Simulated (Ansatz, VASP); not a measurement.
Given: the input of a run of Ansatz 0.2.0 on HfB2.

The input input.yaml:

```yaml
crystal:
  lattice:
    - [3.2015842624, 0.0, 0.0]
    - [-1.6007921312, 2.7726533036, 0.0]
    - [0.0, 0.0, 3.548252622]
  atoms:
    - { symbol: Hf, position: [0.0, 0.0, 0.0] }
    - { symbol: B, position: [0.6666666667, 0.3333333333, 0.5] }
    - { symbol: B, position: [0.3333333333, 0.6666666667, 0.5] }
kpoints:
  mp_grid: { grid: [10, 10, 8] }
scf:
  occupations: { method: fermi_dirac, width: 0.05 }
hamiltonian:
  xc: lda
  pseudopotentials: { kind: all_electron, lapw: { basis_error: 0.002 } }
output:
  forces: true
  stress: true
  eigenvalues: true
```

Potentials or basis: all-electron LAPW, scalar-relativistic.

Run with:

```sh
$ ansatz run input.yaml --threads 2 --pin off --max-ram 8192MiB --backend cpu --events-out ev --progress --plain --runs-dir out
```

Question: Translate it to VASP 6.6.1. Potentials there: VASP PAW LDA potentials, release 64 (Hf_pv, B).

Answer: As run (the cutoff follows the program's own potentials):

Contents of INCAR:

```
PREC = Accurate
ENCUT = 520
EDIFF = 1E-6
ISMEAR = -1
SIGMA = 0.05
LREAL = False
LASPH = True
NELM = 80
ALGO = Normal
ISIF = 2
LWAVE = False
LCHARG = True
LELF = True
LVHAR = True
NBANDS = 15
```

KPOINTS

```
regular mesh
0
Gamma
  10 10 8
```

POSCAR

```
HfB2
1.0
    3.2015842624      0.0000000000      0.0000000000
   -1.6007921312      2.7726533036      0.0000000000
    0.0000000000      0.0000000000      3.5482526220
Hf B
1 2
Direct
    0.0000000000      0.0000000000      0.0000000000
    0.6666666667      0.3333333333      0.5000000000
    0.3333333333      0.6666666667      0.5000000000
```

Potentials or basis: VASP PAW LDA potentials, release 64 (Hf_pv, B).

Command:

```sh
$ cat potpaw_LDA.64/Hf_pv/POTCAR potpaw_LDA.64/B/POTCAR > POTCAR
$ mpirun -np 1 vasp_std > vasp.out
```

Both were run:

|  | VASP | Ansatz | Ansatz less VASP |
| --- | --- | --- | --- |
| gap on the k mesh at the Fermi level (eV) | none | none | - |
| pressure (GPa) | -22.1 | -22.3 | -0.17 |
| largest component of the traceless stress (GPa) | 1.25 | 1.19 | -0.060 |

A gap of «none» marks a metal or a gap that the smearing closes. Ansatz ran all-electron here, so the differences hold the error of VASP's frozen core and of both bases.

Caveats: so large a pressure means that the cell lies far from this level's equilibrium, or that cutoff or potentials fall short (VASP). Spin-orbit coupling is left out, which matters for the levels of Hf.
